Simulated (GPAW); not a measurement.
Runs of GPAW 26.7.0 on TePt. It takes space group P6_3/mmc (No. 194, hexagonal). Conventional cell: a = 4.263 Å, b = 4.263 Å, c = 5.662 Å, α = 90.00°, β = 90.00°, γ = 120.00°. Pt (site symmetry -3m) has 2 Pt at 2.83 Å and 6 Te at 2.84 Å as nearest neighbours. Te (site symmetry -6m2) has 6 Pt at 2.84 Å as nearest neighbours. Measurements of this composition are mostly on another form, of space group No. 166.

```csv
level,potentials or basis,U,k mesh,pressure (GPa)
PBEsol,"PAW data sets generated in the run's folder for this functional, pw",-,5 × 5 × 4,-5.9
PBEsol,"PAW data sets generated in the run's folder for this functional, pw",-,6 × 6 × 4,(b)
LDA,"the program's PAW data sets (release 1.2.1) made for this functional, pw",-,6 × 6 × 4,-8.2
PBEsol+U,"PAW data sets generated in the run's folder for this functional, pw",Pt d U = 4 eV,5 × 5 × 4,-7.4
PBEsol+U,"PAW data sets generated in the run's folder for this functional, pw",Pt d U = 8 eV,5 × 5 × 4,(a)
```

Alike in all rows: task band structure; no spin polarisation; cell as given; cutoff (eV) 600; smearing fermi-dirac 0.05 eV.

Q: Fill in the values left out.

A: (a) -8.6; (b) -5.7.

Caveats: U without spin polarisation on a metal has little footing (some runs); the U is typed as a test and isn't derived for this compound (some runs).

Not every run made on this cell is shown here.
